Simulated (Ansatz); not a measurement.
# P (Pm), two-dimensional strain map

Theory: DFT r2SCAN, scalar-relativistic, plane waves, PAW in Ansatz 0.2.0. Settings: plane waves to 500 eV, k-mesh 6×2×6 (Γ-centred), Gaussian smearing 0.05 eV. No spin polarisation. Energies are free energies at this smearing, counted from the undisturbed cell; pressure is positive in compression.

The undisturbed cell (relaxed at this level; this form isn't the usual structure):

```
P
1.0
     5.64544    0.00000   -0.00144
     0.00000   19.63570    0.00000
    -1.60489    0.00000    6.13073
P
10
Direct
  0.14602 0.41231 0.68936
  0.17155 0.44280 0.36056
  0.17155 0.55720 0.36056
  0.14602 0.58769 0.68936
  0.22736 0.50000 0.91269
  0.54281 0.58713 0.33055
  0.75656 0.55812 0.65937
  0.75656 0.44188 0.65937
  0.54281 0.41287 0.33055
  0.60937 0.50000 0.12561
```

The cell holds layers and no dispersion correction was added, so their binding is poorly described.

The cell is strained by p along both x and y and by q along z, fractional coordinates fixed. Points are written (p, q).

Energy above the undisturbed cell in meV/atom (a dash: not computed):

```
 p \ q  -0.050  0.000  0.050
-0.050   128.5   70.1   76.7
 0.000    32.4    0.0   25.6
 0.050    64.0   52.7   92.9
```

Pressure in GPa:

```csv
p \ q,-0.050,0.000,0.050
-0.050,4.9,2.9,1.5
0.000,1.5,0.0,-1.0
0.050,-0.6,-1.7,-2.4
```

Gap on the k-mesh in eV:

| p \ q | -0.050 | 0.000 | 0.050 |
| --- | --- | --- | --- |
| -0.050 | 1.20 | 1.48 | 1.55 |
| 0.000 | 1.10 | 1.42 | 1.65 |
| 0.050 | 1.02 | 1.28 | 1.51 |

Cost: 9 runs of about 17 core-minutes in all, on Oxide Virtual Turin-like Processor (Zen 5) (shared hosts).